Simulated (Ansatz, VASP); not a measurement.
Two plane-wave programs on C

```
C
1.0
     2.52210    0.00000    0.00000
    -1.26105    2.18420    0.00000
     0.00000    0.00000    8.23710
C
8
Direct
  0.66667 0.33333 0.84375
  0.33333 0.66667 0.34375
  0.66667 0.33333 0.65625
  0.33333 0.66667 0.15625
  0.00000 0.00000 0.90625
  0.00000 0.00000 0.40625
  0.00000 0.00000 0.59375
  0.00000 0.00000 0.09375
```

This is a hexagonal form of diamond, not graphite.

Alike in both runs: task relaxation of cell and atoms; functional PBE; k mesh 12 × 12 × 4; occupations fermi-dirac, width 0.05 eV; no spin polarisation.

```csv
,VASP,Ansatz
version,VASP 6.6.1,Ansatz 0.2.0
potentials or method,"VASP PAW PBE potentials, release 64 (C)",Ansatz PAW
plane-wave cutoff (eV),600,420
valence electrons in the cell,32,32
```

```csv
,VASP,Ansatz,Ansatz less VASP
"gap on the k mesh at the Fermi level, each at its own relaxed structure (eV)",4.53,4.54,+0.011
relaxed volume (Å³/atom),5.70,5.70,0.000
relaxed cell length with the largest relative difference (Å),8.304,8.305,+0.0005
energy change over the relaxation (meV/atom),-3,-3,0.0
```

Caveats: the plane-wave basis is chosen anew once the cell has moved, so the energies of steps on either side of that aren't comparable (Ansatz); the pressure holds a Pulay correction of +1.0 GPa for the finite cutoff (Ansatz). A k mesh can miss the band edges. PBE usually gives volumes a little too large and moduli too small. Expect the measured gap to be larger: semilocal functionals such as PBE lack the derivative discontinuity.
